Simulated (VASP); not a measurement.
# ZnO (P6_3/mmc) in VASP: further runs

Runs on ZnO. Level: PBEsol. Tasks: single point.

Program: VASP 6.6.1. These are calculated values, not measurements. Logs are shortened: lines on timing, memory, paths and dates and some standing lists are left out, and cuts for length are marked.

### Step 1. The undisturbed crystal

The structure is hexagonal, space group P6_3/mmc (No. 194). Conventional cell: a = 3.288 Å, b = 3.288 Å, c = 7.130 Å, α = 90.00°, β = 90.00°, γ = 120.00°. Zn (site symmetry -6m2) has 3 O at 1.90 Å as nearest neighbours. O (site symmetry -6m2) has 3 Zn at 1.90 Å as nearest neighbours.

Measurements of this composition are mostly on another form, of space group No. 186.

### Step 2. Single point, PBEsol (grid = ENCUT=520 dk=0.45 cell=2x2x1 ISMEAR=0 SIGMA=0.05 LREAL=Auto EDIFF=1e-06)

File INCAR:

```
  ALGO = Fast
  EDIFF = 1E-6
  ENCUT = 520
  GGA = PS
  ISIF = 2
  ISMEAR = 0
  LASPH = True
  LCHARG = False
  LREAL = Auto
  LWAVE = False
  NBANDS = 80
  NELM = 120
  PREC = Accurate
  SIGMA = 0.05
```

File KPOINTS:

```
k-points
0
Gamma
  3 3 2
```

File POSCAR:

```
ZnO
1.0
    6.5759343174      0.0000000000      0.0000000000
   -3.2879671586      5.6949261724      0.0000000000
    0.0000000000      0.0000000000      7.1304413500
O Zn
8 8
Direct
    0.0000000000      0.0000000000      0.2500000000
    0.3333333334      0.1666666666      0.7500000000
    0.3333333334      0.6666666666      0.7500000000
    0.8333333333      0.1666666666      0.7500000000
    0.8333333333      0.6666666666      0.7500000000
    0.1666666666      0.3333333334      0.2500000000
    0.6666666666      0.3333333334      0.2500000000
    0.6666666666      0.8333333333      0.2500000000
    0.0000000000      0.5000000000      0.2500000000
    0.5000000000      0.0000000000      0.2500000000
    0.5000000000      0.5000000000      0.2500000000
    0.0000000000      0.0000000000      0.7500000000
    0.0000000000      0.5000000000      0.7500000000
    0.5000000000      0.0000000000      0.7500000000
    0.5000000000      0.5000000000      0.7500000000
    0.1666666666      0.8333333333      0.2500000000
```

Potentials or basis: VASP PAW PBE potentials, release 64 (O, Zn).

Command:

```bash
> cat potpaw_PBE.64/O/POTCAR potpaw_PBE.64/Zn/POTCAR > POTCAR
> mpirun -np 1 vasp_std > vasp.out
```

OUTCAR:

```text
EDIFF = 1E-6
   ENCUT = 520
   GGA = PS
   ISIF = 2
   ISMEAR = 0
   LASPH = True
   LREAL = Auto
   NELM = 120
   PREC = Accurate

 Found      8 irreducible k-points:

 Following reciprocal coordinates:
            Coordinates               Weight
  0.000000  0.000000  0.000000      1.000000
  0.333333  0.000000  0.000000      4.000000
 -0.333333  0.333333  0.000000      2.000000
  0.333333  0.333333  0.000000      2.000000
  0.000000  0.000000  0.500000      1.000000
  0.333333  0.000000  0.500000      4.000000
   k-points           NKPTS =      8   k-points in BZ     NKDIM =      8   number of bands    NBANDS=     80
   number of dos      NEDOS =    301   number of ions     NIONS =     16
   total plane-waves  NPLWV = 135000
   dimension x,y,z NGX =    50 NGY =   50 NGZ =   54
   dimension x,y,z NGXF=   100 NGYF=  100 NGZF=  108
   ions per type =               8   8
   NGX,Y,Z   is equivalent  to a cutoff of  12.64, 12.64, 12.59 a.u.
   NGXF,Y,Z  is equivalent  to a cutoff of  25.28, 25.28, 25.18 a.u.
 SYSTEM =  unknown system
   PREC   = accura    normal or accurate (medium, high low for compatibility)
   ISTART =      0    job   : 0-new  1-cont  2-samecut
   ICHARG =      2    charge: 1-file 2-atom 10-const
   ISPIN  =      1    spin polarized calculation?
   LNONCOLLINEAR =      F non collinear calculations
   LSORBIT =      F    spin-orbit coupling
   LASPH  =      T    aspherical Exc in radial PAW
   ENCUT  =  520.0 eV  38.22 Ry    6.18 a.u.  12.23 12.23 13.26*2*pi/ulx,y,z
   NELM   =    120;   NELMIN=  2; NELMDL= -5     # of ELM steps
   EDIFF  = 0.1E-05   stopping-criterion for ELM
   LREAL  =      T    real-space projection
   EDIFFG = 0.1E-04   stopping-criterion for IOM
   NSW    =      0    number of steps for IOM
   IBRION =     -1    ionic relax: 0-MD 1-quasi-New 2-CG
   NFREE  =      0    steps in history (QN), initial steepest desc. (CG)
   ISIF   =      2    stress and relaxation
   ISYM   =      2    0-nonsym 1-usesym 2-fastsym
   POTIM  = 0.5000    time-step for ionic-motion
   TEBEG  =    0.0;   TEEND  =   0.0 temperature during run
   PSTRESS=    0.0 pullay stress
   NELECT =     144.0000    total number of electrons
   NUPDOWN=      -1.0000    fix difference up-down
   EMIN   =  10.00;   EMAX   =-10.00  energy-range for DOS
   EFERMI =   0.00;   METHOD = LEGACY
   ISMEAR =     0;   SIGMA  =   0.05  broadening in eV -4-tet -1-fermi 0-gaus
   EFERMI_NEDOS =   21; number of points for ismear=-14 and -15
   IALGO  =     68    algorithm
   IMIX   =      4    mixing-type and parameters
     AMIX     =   0.40;   BMIX     =  1.00
     AMIX_MAG =   1.60;   BMIX_MAG =  1.00
  volume/ion in A,a.u.               =      16.69       112.63
  Fermi-wavevector in a.u.,A,eV,Ry     =   1.332524  2.518105 24.158775  1.775620
  Thomas-Fermi vector in A             =   2.461452
   LORBIT       =      0    0 simple, 1 ext, 2 COOP (PROOUT), +10 PAW based schemes
   GGA     = PS    functional components
   LHFCALC =     F    Hartree Fock is set to
   AEXX    =    0.0000 exact exchange contribution
   IVDW    =     0    specifies the selected vdW correction
   LEPSILON=     F    determine dielectric tensor
   LRPA    =     F    only Hartree local field effects (RPA)
 non-spin polarized calculation
 RMM-DIIS sequential band-by-band and
 Gauss-broadening in eV      SIGMA  =   0.05
  energy-cutoff  :      520.00
  volume of cell :      267.03
 maximum number of plane-waves:      7218
 NGX is ok and might be reduce to    50
   NGX = 25   NGY = 25   NGZ = 27

 number of electron     143.9999984 magnetization

 Free energy of the ion-electron system (eV)
  ---------------------------------------------------
  ext. energy  EPLUGINS =         0.00000000
  ---------------------------------------------------
  free energy    TOTEN  =       -62.82748470 eV

  energy without entropy =      -62.82747784  energy(sigma->0) =      -62.82748127

 E-fermi :  -0.1934     XC(G=0):  -9.2063

 val. band max:       -0.3259477900   @ k =  -0.3333   0.3333   0.5000
 cond. band min:      -0.0564367219   @ k =   0.3333   0.0000   0.0000
 fundamental gap:      0.2695110681
 Fermi energy:        -0.1934463730

 k-point     1 :       0.0000    0.0000    0.0000
  band No.  band energies     occupation
      1     -18.8532      2.00000
      2     -18.4709      2.00000
      3     -18.1641      2.00000
      4     -17.7283      2.00000
      5     -17.6799      2.00000
      6     -17.6142      2.00000
[... 72 lines left out ...]
     79       4.0332      0.00000
     80       4.8129      0.00000

 k-point     2 :       0.3333    0.0000    0.0000
  band No.  band energies     occupation
      1     -18.7747      2.00000
      2     -18.5059      2.00000
      3     -18.0536      2.00000
      4     -17.8038      2.00000
      5     -17.7174      2.00000
      6     -17.7072      2.00000
[... 72 lines left out ...]
     79       4.0647      0.00000
     80       4.4562      0.00000

 k-point     3 :      -0.3333    0.3333    0.0000
  band No.  band energies     occupation
      1     -18.7972      2.00000
      2     -18.5160      2.00000
      3     -18.0497      2.00000
      4     -17.8225      2.00000
      5     -17.6833      2.00000
      6     -17.6170      2.00000
[... 72 lines left out ...]
     79       4.0608      0.00000
     80       4.2145      0.00000

 k-point     4 :       0.3333    0.3333    0.0000
  band No.  band energies     occupation
      1     -18.7351      2.00000
      2     -18.5388      2.00000
      3     -17.9304      2.00000
      4     -17.8677      2.00000
      5     -17.7922      2.00000
      6     -17.7171      2.00000
[... 72 lines left out ...]
     79       3.7234      0.00000
     80       4.0828      0.00000

 k-point     5 :       0.0000    0.0000    0.5000
  band No.  band energies     occupation
      1     -18.8517      2.00000
      2     -18.4708      2.00000
      3     -18.1662      2.00000
      4     -17.7284      2.00000
      5     -17.6788      2.00000
      6     -17.6154      2.00000
[... 72 lines left out ...]
     79       4.2451      0.00000
     80       4.8616      0.00000

 k-point     6 :       0.3333    0.0000    0.5000
  band No.  band energies     occupation
      1     -18.7736      2.00000
      2     -18.5055      2.00000
      3     -18.0542      2.00000
      4     -17.8025      2.00000
      5     -17.7158      2.00000
      6     -17.7113      2.00000
[... 72 lines left out ...]
     79       4.6840      0.00000
     80       4.7910      0.00000

 [... further k-points ...]

------------------------ aborting loop because EDIFF is reached ----------------------------------------

  FORCE on cell =-STRESS in cart. coord.  units (eV):
  Direction    XX          YY          ZZ          XY          YZ          ZX
  --------------------------------------------------------------------------------------
  -------------------------------------------------------------------------------------
  Total        2.3306594     10.8476778     -2.2747887      7.3759544      0.0000000      0.0000000
  in kB       13.9838709     65.0856707    -13.6486489     44.2554568      0.0000000      0.0000000
  external PRESSURE =      21.8069642 kB  Pullay stress =       0.0000000 kB

 VOLUME and BASIS-vectors are now :
 -----------------------------------------------------------------------------
  energy-cutoff  :      520.00
  volume of cell :      267.03
      direct lattice vectors                 reciprocal lattice vectors
     6.575934317  0.000000000  0.000000000     0.152069645  0.087797451  0.000000000
    -3.287967159  5.694926172  0.000000000     0.000000000  0.175594901  0.000000000
     0.000000000  0.000000000  7.130441350     0.000000000  0.000000000  0.140243773

 POSITION                                       TOTAL-FORCE (eV/Angst)
 -----------------------------------------------------------------------------------
      0.00000      0.00000      1.78261        -0.011406      0.006585      0.000000
      1.64398      0.94915      5.34783         0.131223     -0.010336      0.000000
      0.00000      3.79662      5.34783        -0.069798      0.040298      0.000000
      4.93195      0.94915      5.34783        -0.137723      0.079514      0.000000
      3.28797      3.79662      5.34783         0.074562     -0.108474      0.000000
     -0.00000      1.89831      1.78261         0.585551      0.777797      0.000000
[... 8 lines left out ...]
      1.64398      2.84746      5.34783         0.025327     -0.014623      0.000000
     -1.64398      4.74577      1.78261        -8.345883      4.818498      0.000000
 -----------------------------------------------------------------------------------
    total drift:                                0.000150     -0.000086      0.000000

  FREE ENERGIE OF THE ION-ELECTRON SYSTEM (eV)
  ---------------------------------------------------
  free  energy   TOTEN  =       -62.8274847027 eV

  energy  without entropy=      -62.8274778382  energy(sigma->0) =      -62.82748127
```

It took 4 min on 1 thread of Intel Xeon Platinum 8559C (Emerald Rapids), shared host; peak memory 0.39 GiB.

These settings aren't checked as converged: the numbers below hold their error.

What came out:

```yaml
Free_energy: -62.8275 eV
Pressure: 2.2 GPa
Largest_force: 9.637 eV/Å
Band_gap_on_the_k_mesh: 0.27 eV, indirect (least direct gap 0.36 eV)
```

Caveat: the k mesh is coarse (spacing up to 0.44 Å⁻¹), so the values aren't converged; the PAW data sets were made with another functional, which shifts forces and pressure a little.

### Step 3. Single point, PBEsol (grid = ENCUT=650 dk=0.45 cell=2x2x1 ISMEAR=0 SIGMA=0.05 LREAL=Auto EDIFF=1e-06)

INCAR, as its differences from that of step 2:

```diff
@@ -2,3 +2,3 @@
   EDIFF = 1E-6
-  ENCUT = 520
+  ENCUT = 650
   GGA = PS
```

KPOINTS is that of step 2.

POSCAR is that of step 2.

Potentials or basis: VASP PAW PBE potentials, release 64 (O, Zn).

Command:

```bash
> cat potpaw_PBE.64/O/POTCAR potpaw_PBE.64/Zn/POTCAR > POTCAR
> mpirun -np 1 vasp_std > vasp.out
```

OUTCAR:

```text
EDIFF = 1E-6
   ENCUT = 650
   GGA = PS
   ISIF = 2
   ISMEAR = 0
   LASPH = True
   LREAL = Auto
   NELM = 120
   PREC = Accurate

 Found      8 irreducible k-points:

 Following reciprocal coordinates:
            Coordinates               Weight
  0.000000  0.000000  0.000000      1.000000
  0.333333  0.000000  0.000000      4.000000
 -0.333333  0.333333  0.000000      2.000000
  0.333333  0.333333  0.000000      2.000000
  0.000000  0.000000  0.500000      1.000000
  0.333333  0.000000  0.500000      4.000000
   k-points           NKPTS =      8   k-points in BZ     NKDIM =      8   number of bands    NBANDS=     80
   number of dos      NEDOS =    301   number of ions     NIONS =     16
   total plane-waves  NPLWV = 188160
   dimension x,y,z NGX =    56 NGY =   56 NGZ =   60
   dimension x,y,z NGXF=   112 NGYF=  112 NGZF=  120
   ions per type =               8   8
   NGX,Y,Z   is equivalent  to a cutoff of  14.16, 14.16, 13.99 a.u.
   NGXF,Y,Z  is equivalent  to a cutoff of  28.31, 28.31, 27.98 a.u.
 SYSTEM =  unknown system
   PREC   = accura    normal or accurate (medium, high low for compatibility)
[... 66 lines left out ...]
  band No.  band energies     occupation
      1     -18.8542      2.00000
      2     -18.4722      2.00000
      3     -18.1653      2.00000
      4     -17.7295      2.00000
      5     -17.6811      2.00000
      6     -17.6155      2.00000
[... 487 lines left out ...]
     79       4.6954      0.00000
     80       4.7905      0.00000

 [... further k-points ...]

------------------------ aborting loop because EDIFF is reached ----------------------------------------

  FORCE on cell =-STRESS in cart. coord.  units (eV):
  Direction    XX          YY          ZZ          XY          YZ          ZX
  --------------------------------------------------------------------------------------
  -------------------------------------------------------------------------------------
  Total        2.0488211     10.5669764     -2.4885015      7.3769389      0.0000000      0.0000000
  in kB       12.2928515     63.4014721    -14.9309180     44.2613638      0.0000000      0.0000000
  external PRESSURE =      20.2544686 kB  Pullay stress =       0.0000000 kB

 VOLUME and BASIS-vectors are now :
 -----------------------------------------------------------------------------
  energy-cutoff  :      650.00
  volume of cell :      267.03
      direct lattice vectors                 reciprocal lattice vectors
     6.575934317  0.000000000  0.000000000     0.152069645  0.087797451  0.000000000
    -3.287967159  5.694926172  0.000000000     0.000000000  0.175594901  0.000000000
     0.000000000  0.000000000  7.130441350     0.000000000  0.000000000  0.140243773

 POSITION                                       TOTAL-FORCE (eV/Angst)
 -----------------------------------------------------------------------------------
      0.00000      0.00000      1.78261        -0.011088      0.006402      0.000000
      1.64398      0.94915      5.34783         0.131346     -0.010285      0.000000
      0.00000      3.79662      5.34783        -0.069813      0.040306      0.000000
      4.93195      0.94915      5.34783        -0.137886      0.079608      0.000000
      3.28797      3.79662      5.34783         0.074580     -0.108606      0.000000
     -0.00000      1.89831      1.78261         0.585600      0.779387      0.000000
[... 8 lines left out ...]
      1.64398      2.84746      5.34783         0.025371     -0.014648      0.000000
     -1.64398      4.74577      1.78261        -8.347765      4.819585      0.000000
 -----------------------------------------------------------------------------------
    total drift:                                0.000061     -0.000034      0.000000

  FREE ENERGIE OF THE ION-ELECTRON SYSTEM (eV)
  ---------------------------------------------------
  free  energy   TOTEN  =       -62.8468888428 eV

  energy  without entropy=      -62.8468820717  energy(sigma->0) =      -62.84688546
```

It took 5.6 min on 1 thread of Intel Xeon Platinum 8559C (Emerald Rapids), shared host; peak memory 0.5 GiB.

These settings aren't checked as converged: the numbers below hold their error.

Results:

* Free energy: -62.8469 eV
* Pressure: 2.0 GPa
* Largest force: 9.639 eV/Å
* Band gap on the k mesh: 0.27 eV, indirect (least direct gap 0.36 eV)

Caveat: the k mesh is coarse (spacing up to 0.44 Å⁻¹), so the values aren't converged; the PAW data sets were made with another functional, which shifts forces and pressure a little.
